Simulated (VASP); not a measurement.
Write the native input for VASP 6.6.1 that does the following.

```
Task                   : single point
Functional             : PBE
Potentials or basis    : VASP PAW PBE potentials, release 64 (Al)
Cutoff                 : 520 eV
k mesh                 : 18 × 18 × 18
Occupations            : gaussian, width 0.1 eV
Spin                   : no spin polarisation
Further INCAR settings : ALGO = Normal; EDIFF = 1e-07; NBANDS = 8
```

The structure of Al lies in POSCAR:

```
Al                                      
1.0
    0.0000000000      1.9790812783      1.9790812783
    1.9790812783      0.0000000000      1.9790812783
    1.9790812783      1.9790812783      0.0000000000
  Al            
     1
Direct
     0.0000000000000000    0.0000000000000000    0.0000000000000000
```

The cell isn't the ideal one: a relaxed cell with its volume scaled by 0.94.

These files were run (other wordings do the same):

INCAR

```
SYSTEM = Al
  PREC = Accurate
  ENCUT = 520
  EDIFF = 1E-7
  ISMEAR = 0
  SIGMA = 0.1
  LREAL = .FALSE.
  LASPH = .TRUE.
  NELM = 60
  ALGO = Normal
  ISIF = 2
  LWAVE = .FALSE.
  LCHARG = .FALSE.
  GGA = PE
  NBANDS = 8
```

KPOINTS

```
regular mesh
0
G
  18 18 18
  0 0 0
```

Potentials or basis: VASP PAW PBE potentials, release 64 (Al).

Run with:

```bash
$ cat potpaw_PBE.64/Al/POTCAR > POTCAR
$ mpirun -np 1 vasp_std > vasp.out
```

It gave:

* Pressure: 5.4 GPa
* Band gap on the k mesh: none (metal or under the smearing width)

Run time: 34 s on 1 thread of Intel(R) Xeon(R) Platinum 8375C CPU @ 2.90GHz (Ice Lake), on a shared host, peak memory 0.14 GiB.
